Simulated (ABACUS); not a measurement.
# C (Fd-3m) in ABACUS: settings compared

Aim: see how the results for C move with the level of theory and the settings. Levels: PBE, rPW86PBE, OLYP. Tasks: single point, relaxation of cell and atoms.

All numbers are computed with ABACUS 3.10.1; they aren't measurements. Logs are shortened: lines on timing, memory, paths and dates and some standing lists are left out, and cuts for length are marked.

**1. The crystal as given**

Symmetry: Fd-3m, No. 227, cubic system. The conventional cell has a = 3.567 Å, b = 3.567 Å, c = 3.567 Å, α = 90.00°, β = 90.00°, γ = 90.00°. Around C (site symmetry -43m) lie 4 C at 1.54 Å.

This isn't the form of C at room conditions, which is graphite.

**2. Single point, PBE**

run_abacus.py reads:

```python
"""ABACUS run from a structure file: ASE reads it, the script writes STRU, KPT and INPUT."""
import re
import subprocess
import spglib
from ase import Atoms
from ase.io import read
from ase.units import Bohr

atoms = read("C.cif")
cell, frac, numbers = spglib.standardize_cell((atoms.cell[:], atoms.get_scaled_positions(), atoms.numbers), to_primitive=True, symprec=1e-4)
atoms = Atoms(numbers=numbers, cell=cell, scaled_positions=frac, pbc=True)  # the primitive cell
atoms = atoms[(-atoms.numbers).argsort(kind="stable")]  # ABACUS lists atoms element by element
pseudo = {'C': 'C.upf'}
orbital = {'C': 'C_confined-atom_6au_2s2p1d.orb'}
magmoms = None
kmesh = [12, 12, 12]
params = {
    'suffix': 'C',
    'calculation': 'scf',
    'basis_type': 'lcao',
    'pseudo_dir': './',
    'orbital_dir': './',
    'symmetry': 1,
    'dft_functional': 'pbe',
    'ecutwfc': 100,
    'pseudo_rcut': 10,
    'nspin': 1,
    'nbands': 14,
    'ks_solver': 'genelpa',
    'smearing_method': 'fd',
    'smearing_sigma': 0.00367493,
    'scf_thr': 1e-07,
    'scf_nmax': 100,
    'mixing_type': 'broyden',
    'mixing_beta': 0.7,
    'cal_force': 1,
    'cal_stress': 1,
    'out_mul': 1,
    'out_chg': 1,
}

symbols = atoms.get_chemical_symbols()
elements = list(dict.fromkeys(symbols))
lines = ["ATOMIC_SPECIES"] + [f"{e} {atoms.get_masses()[symbols.index(e)]:.4f} {pseudo[e]}" for e in elements]
if orbital:
    lines += ["", "NUMERICAL_ORBITAL"] + [orbital[e] for e in elements]
lines += ["", "LATTICE_CONSTANT", f"{1 / Bohr:.10f}", "", "LATTICE_VECTORS"]
lines += [" ".join(f"{x:.10f}" for x in v) for v in atoms.cell]
lines += ["", "ATOMIC_POSITIONS", "Direct"]
for e in elements:
    lines += ["", e, "0.0", str(symbols.count(e))]
    for i, p in enumerate(atoms.get_scaled_positions(wrap=False)):
        if symbols[i] == e:
            mag = "" if magmoms is None else " mag " + " ".join(str(x) for x in (magmoms[i] if isinstance(magmoms[i], list) else [magmoms[i]]))
            lines.append(" ".join(f"{x:.10f}" for x in p) + " 1 1 1" + mag)
open("STRU", "w").write("\n".join(lines) + "\n")
open("KPT", "w").write("K_POINTS\n0\nGamma\n%d %d %d 0 0 0\n" % tuple(kmesh))
open("INPUT", "w").write("INPUT_PARAMETERS\n" + "".join(f"{k:<20s}{v}\n" for k, v in params.items()))

done = subprocess.run(['mpirun', '-np', '4', 'abacus'])
if done.returncode:
    raise SystemExit(done.returncode)
log = open("OUT.C/running_scf.log").read()
print("final energy (eV):", re.findall(r"FINAL_ETOT_IS (\S+)", log))
```

C.cif reads:

```cif
data_C
_cell_length_a 3.56674000
_cell_length_b 3.56674000
_cell_length_c 3.56674000
_cell_angle_alpha 90.00000000
_cell_angle_beta 90.00000000
_cell_angle_gamma 90.00000000
_space_group_name_H-M_alt 'Fd-3m'
_space_group_name_Hall 'F 4d 2 3 -1d'
_space_group_IT_number 227
loop_
_space_group_symop_operation_xyz
'x,y,z'
'-y+1/4,x+1/4,z+1/4'
'-x,-y+1/2,z+1/2'
'y+3/4,-x+1/4,z+3/4'
'x,-y,-z'
'-y+1/4,-x+3/4,-z+3/4'
'-x,y+1/2,-z+1/2'
'y+3/4,x+3/4,-z+1/4'
'z,x,y'
'z+1/4,-y+1/4,x+1/4'
'z+1/2,-x,-y+1/2'
'z+3/4,y+3/4,-x+1/4'
'-z,x,-y'
'-z+3/4,-y+1/4,-x+3/4'
'-z+1/2,-x,y+1/2'
'-z+1/4,y+3/4,x+3/4'
'y,z,x'
'x+1/4,z+1/4,-y+1/4'
'-y+1/2,z+1/2,-x'
'-x+1/4,z+3/4,y+3/4'
'-y,-z,x'
'-x+3/4,-z+3/4,-y+1/4'
'y+1/2,-z+1/2,-x'
'x+3/4,-z+1/4,y+3/4'
'-x+1/4,-y+1/4,-z+1/4'
'y,-x,-z'
'x+1/4,y+3/4,-z+3/4'
'-y+1/2,x,-z+1/2'
'-x+1/4,y+1/4,z+1/4'
'y,x+1/2,z+1/2'
'x+1/4,-y+3/4,z+3/4'
'-y+1/2,-x+1/2,z'
'-z+1/4,-x+1/4,-y+1/4'
'-z,y,-x'
'-z+3/4,x+1/4,y+3/4'
'-z+1/2,-y+1/2,x'
'z+1/4,-x+1/4,y+1/4'
'z+1/2,y,x+1/2'
'z+3/4,x+1/4,-y+3/4'
'z,-y+1/2,-x+1/2'
'-y+1/4,-z+1/4,-x+1/4'
[... 89 lines left out ...]
'-z+1/4,x+1/4,y+1/4'
'-z,-y+1/2,x+1/2'
'z+3/4,-x+1/4,y+3/4'
'z,y,x'
'z+1/4,x+1/4,-y+1/4'
'z+1/2,-y+1/2,-x'
'-y+3/4,-z+1/4,-x+3/4'
'-x+1/2,-z,y+1/2'
'y+1/4,-z+3/4,x+3/4'
'x+1/2,-z+1/2,-y'
'y+3/4,z+1/4,-x+3/4'
'x,z+1/2,y+1/2'
'-y+1/4,z+3/4,x+3/4'
'-x,z,-y'
'x+1/2,y+1/2,z'
'-y+3/4,x+3/4,z+1/4'
'-x+1/2,-y,z+1/2'
'y+1/4,-x+3/4,z+3/4'
'x+1/2,-y+1/2,-z'
'-y+3/4,-x+1/4,-z+3/4'
'-x+1/2,y,-z+1/2'
'y+1/4,x+1/4,-z+1/4'
'z+1/2,x+1/2,y'
'z+3/4,-y+3/4,x+1/4'
'z,-x+1/2,-y+1/2'
'z+1/4,y+1/4,-x+1/4'
'-z+1/2,x+1/2,-y'
'-z+1/4,-y+3/4,-x+3/4'
'-z,-x+1/2,y+1/2'
'-z+3/4,y+1/4,x+3/4'
'y+1/2,z+1/2,x'
'x+3/4,z+3/4,-y+1/4'
'-y,z,-x'
'-x+3/4,z+1/4,y+3/4'
'-y+1/2,-z+1/2,x'
'-x+1/4,-z+1/4,-y+1/4'
'y,-z,-x'
'x+1/4,-z+3/4,y+3/4'
'-x+3/4,-y+3/4,-z+1/4'
'y+1/2,-x+1/2,-z'
'x+3/4,y+1/4,-z+3/4'
'-y,x+1/2,-z+1/2'
'-x+3/4,y+3/4,z+1/4'
'y+1/2,x,z+1/2'
'x+3/4,-y+1/4,z+3/4'
'-y,-x,z'
'-z+3/4,-x+3/4,-y+1/4'
'-z+1/2,y+1/2,-x'
'-z+1/4,x+3/4,y+3/4'
'-z,-y,x'
'z+3/4,-x+3/4,y+1/4'
'z,y+1/2,x+1/2'
'z+1/4,x+3/4,-y+3/4'
'z+1/2,-y,-x+1/2'
'-y+3/4,-z+3/4,-x+1/4'
'-x+1/2,-z+1/2,y'
'y+1/4,-z+1/4,x+1/4'
'x+1/2,-z,-y+1/2'
'y+3/4,z+3/4,-x+1/4'
'x,z,y'
'-y+1/4,z+1/4,x+1/4'
'-x,z+1/2,-y+1/2'
loop_
_atom_site_label
_atom_site_type_symbol
_atom_site_symmetry_multiplicity
_atom_site_Wyckoff_symbol
_atom_site_fract_x
_atom_site_fract_y
_atom_site_fract_z
_atom_site_occupancy
C1 C 8 a 0.2500000000 0.2500000000 0.2500000000 1
```

Potentials or basis: Ansatz NC PBE, DZP LCAO (the cutoffs set its grid).

Launch:

```console
OMP_NUM_THREADS=1 python run_abacus.py > log
```

running log:

```text
[... set-up lines left out ...]
 LCAO ALGORITHM --------------- ION=   1  ELEC=   1--------------------------------

 Density error is 0.141518121815
----------------------------------------------------------
     Energy           Rydberg                 eV
----------------------------------------------------------
 E_KohnSham     -24.0714125870       -327.5083700925
 E_Harris       -23.6594673745       -321.9035679381
 E_Fermi        1.0825219343         14.7284665161
----------------------------------------------------------

 LCAO ALGORITHM --------------- ION=   1  ELEC=   2--------------------------------

 Density error is 0.0324499280506
----------------------------------------------------------
     Energy           Rydberg                 eV
----------------------------------------------------------
 E_KohnSham     -24.0761367269       -327.5726453123
 E_Harris       -23.9763515179       -326.2149978940
 E_Fermi        1.1255785087         15.3142812652
----------------------------------------------------------

 LCAO ALGORITHM --------------- ION=   1  ELEC=   3--------------------------------

 Density error is 0.00486296829912
----------------------------------------------------------
     Energy           Rydberg                 eV
----------------------------------------------------------
 E_KohnSham     -24.0764006002       -327.5762354935
 E_Harris       -24.0715717595       -327.5105357457
 E_Fermi        1.1377678976         15.4801264084
----------------------------------------------------------

 LCAO ALGORITHM --------------- ION=   1  ELEC=   4--------------------------------

 Density error is 0.000176850107902
----------------------------------------------------------
     Energy           Rydberg                 eV
----------------------------------------------------------
 E_KohnSham     -24.0764013142       -327.5762452079
 E_Harris       -24.0763944495       -327.5761518083
 E_Fermi        1.1384600358         15.4895434324
----------------------------------------------------------

 LCAO ALGORITHM --------------- ION=   1  ELEC=   5--------------------------------

 Density error is 3.39021167274e-05
----------------------------------------------------------
     Energy           Rydberg                 eV
----------------------------------------------------------
 E_KohnSham     -24.0764013178       -327.5762452562
 E_Harris       -24.0762876042       -327.5746981041
 E_Fermi        1.1384578049         15.4895130785
----------------------------------------------------------

 LCAO ALGORITHM --------------- ION=   1  ELEC=   6--------------------------------

 Density error is 1.1532070315e-06
----------------------------------------------------------
     Energy           Rydberg                 eV
----------------------------------------------------------
 E_KohnSham     -24.0764013184       -327.5762452648
 E_Harris       -24.0764049173       -327.5762942310
 E_Fermi        1.1384733914         15.4897251447
----------------------------------------------------------

 LCAO ALGORITHM --------------- ION=   1  ELEC=   7--------------------------------

 Density error is 1.9997349854e-07
----------------------------------------------------------
     Energy           Rydberg                 eV
----------------------------------------------------------
 E_KohnSham     -24.0764013184       -327.5762452648
 E_Harris       -24.0764020529       -327.5762552583
 E_Fermi        1.1384730208         15.4897201024
----------------------------------------------------------

 LCAO ALGORITHM --------------- ION=   1  ELEC=   8--------------------------------

 Density error is 3.60530202384e-09
----------------------------------------------------------
     Energy           Rydberg                 eV
----------------------------------------------------------
 E_KohnSham     -24.0764013184       -327.5762452648
 E_KS(sigma->0) -24.0764013184       -327.5762452648
 E_Harris       -24.0764013055       -327.5762450897
 E_band         2.5483582313         34.6721924912
 E_one_elec     8.2750324914         112.5875930176
 E_Hartree      1.8993854993         25.8424654890
 E_xc           -8.6761308220        -118.0448157723
 E_Ewald        -25.5746884871       -347.9614879992
 E_entropy(-TS) 0.0000000000         0.0000000000
 E_descf        0.0000000000         0.0000000000
 E_exx          0.0000000000         0.0000000000
 E_Fermi        1.1384729187         15.4897187135
----------------------------------------------------------

 charge density convergence is achieved
 final etot is -327.57624526 eV
 EFERMI = 15.489718713 eV

 STATE ENERGY(eV) AND OCCUPATIONS    NSPIN == 1
 1/72 kpoint (Cartesian) = 0.0000 0.0000 0.0000 (326 pws)
       1       -8.03704     0.00115741
       2        13.3341     0.00115741
       3        13.3341     0.00115741
       4        13.3341     0.00115741
       5        18.9129    2.13990e-33
       6        18.9129    2.13990e-33
       7        18.9129    2.13990e-33
       8        27.2585        0.00000
       9        34.3169        0.00000
      10        39.8668        0.00000
      11        39.8668        0.00000
      12        44.5475        0.00000
      13        44.5475        0.00000
      14        44.5475        0.00000

 2/72 kpoint (Cartesian) = 0.023364 0.023364 0.023364 (328 pws)
       1       -7.90915     0.00925926
       2        12.1017     0.00925926
       3        13.0095     0.00925926
       4        13.0095     0.00925926
       5        19.3374    3.51422e-36
       6        19.3374    3.51422e-36
       7        19.6402    8.23437e-39
       8        27.3637        0.00000
       9        34.6043        0.00000
      10        38.2986        0.00000
      11        38.2986        0.00000
      12        44.5169        0.00000
      13        46.8807        0.00000
      14        46.8807        0.00000

 3/72 kpoint (Cartesian) = 0.046728 0.046728 0.046728 (328 pws)
       1       -7.37610     0.00925926
       2        9.56120     0.00925926
       3        12.3026     0.00925926
       4        12.3026     0.00925926
       5        20.2583    3.52821e-44
       6        20.2583    3.52821e-44
       7        20.7376    2.42337e-48
       8        27.9032        0.00000
       9        35.1705        0.00000
      10        36.5372        0.00000
      11        36.5372        0.00000
      12        43.9045        0.00000
      13        50.9394        0.00000
      14        50.9394        0.00000

 4/72 kpoint (Cartesian) = 0.070092 0.070092 0.070092 (331 pws)
       1       -6.44215     0.00925926
       2        6.71912     0.00925926
       3        11.5716     0.00925926
       4        11.5716     0.00925926
       5        21.1198    1.15878e-51
       6        21.1198    1.15878e-51
       7        21.4878    7.38170e-55
       8        28.6470        0.00000
       9        35.4997        0.00000
      10        36.0135        0.00000
      11        36.0135        0.00000
      12        43.2502        0.00000
      13        54.5567        0.00000
      14        54.5567        0.00000

 5/72 kpoint (Cartesian) = 0.093456 0.093456 0.093456 (330 pws)
       1       -5.14262     0.00925926
       2        3.93919     0.00925926
       3        10.9900     0.00925926
       4        10.9900     0.00925926
       5        21.6170    5.57122e-56
       6        21.6170    5.57122e-56
       7        21.9035    1.80949e-58
       8        29.2805        0.00000
       9        35.5794        0.00000
      10        36.8993        0.00000
      11        36.8993        0.00000
      12        42.5528        0.00000
      13        53.0395        0.00000
      14        53.0395        0.00000

 6/72 kpoint (Cartesian) = 0.11682 0.11682 0.11682 (329 pws)
       1       -3.55952     0.00925926
       2        1.43320     0.00925926
       3        10.6254     0.00925926
       4        10.6254     0.00925926
       5        21.7854    1.91975e-57
       6        21.7854    1.91975e-57
       7        22.1055    3.17986e-60
       8        29.6253        0.00000
       9        35.8093        0.00000
      10        38.8088        0.00000
      11        38.8088        0.00000
      12        41.6698        0.00000
      13        49.6151        0.00000
      14        49.6151        0.00000

[... levels at 66 further k points ...]

 correction force for each atom along direction 1 is 1.12133e-14
 correction force for each atom along direction 2 is 1.10259e-14
 correction force for each atom along direction 3 is 2.94903e-15
------------------------------------------------------------------------------------------
 TOTAL-FORCE (eV/Angstrom)
------------------------------------------------------------------------------------------
                        C1         0.0000000000         0.0000000000         0.0000000000
                        C2         0.0000000000         0.0000000000         0.0000000000
------------------------------------------------------------------------------------------

----------------------------------------------------------------
 TOTAL-STRESS (KBAR)
----------------------------------------------------------------
        55.4773686841         0.0000000000        -0.0000000000
         0.0000000000        55.4773686841        -0.0000000000
         0.0000000000        -0.0000000000        55.4773686841
----------------------------------------------------------------
 TOTAL-PRESSURE: 55.477369 KBAR

 --------------------------------------------
 !FINAL_ETOT_IS -327.5762452648277190 eV
 --------------------------------------------
```

Run time: 3.7 s. Hardware: 4 MPI ranks of AMD EPYC 7R13 (Zen 3), shared host; peak memory 0.36 GiB.

Results:

```
Free energy            : -327.5762 eV
Pressure               : 5.5 GPa
Band gap on the k mesh : 4.18 eV, indirect (least direct gap 5.58 eV)
```

Caveat: the atomic orbitals were generated for these runs and aren't a published set; the basis of atomic orbitals isn't converged, which shifts pressures, moduli and gaps.

(Continued in part 2 of 3.)
